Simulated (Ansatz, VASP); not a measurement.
**One calculation of WS2, two programs**

```
S W
1.0
     3.18321    0.00000    0.00000
    -1.59160    2.75674    0.00000
     0.00000    0.00000   29.61822
S W
4 2
Direct
  0.33333 0.66667 0.34474
  0.33333 0.66667 0.45049
  0.66667 0.33333 0.54951
  0.66667 0.33333 0.65526
  0.66667 0.33333 0.39764
  0.33333 0.66667 0.60236
```

Alike in both runs: functional PBE; dispersion D3(BJ); k mesh 9 × 9 × 1; occupations gaussian, width 0.05 eV; no spin polarisation.

Ansatz relaxed the structure, and its values are those at the end. VASP's run is a single point on that final structure, the one shown.

```csv
,VASP,Ansatz
version,VASP 6.6.1,Ansatz 0.2.0
potentials or method,"VASP PAW PBE potentials, release 64 (S, W_sv)","scalar-relativistic, plane waves, PAW"
plane-wave cutoff (eV),520,420
valence electrons in the cell,52,52
```

```tsv
	VASP	Ansatz	Ansatz less VASP
gap on the k mesh at the Fermi level (eV)	1.32	1.30	-0.019
```

Caveats: spin-orbit coupling is left out, which moves the levels of the heavy elements. PBE gaps usually lie below the measured ones, often by a third to a half.
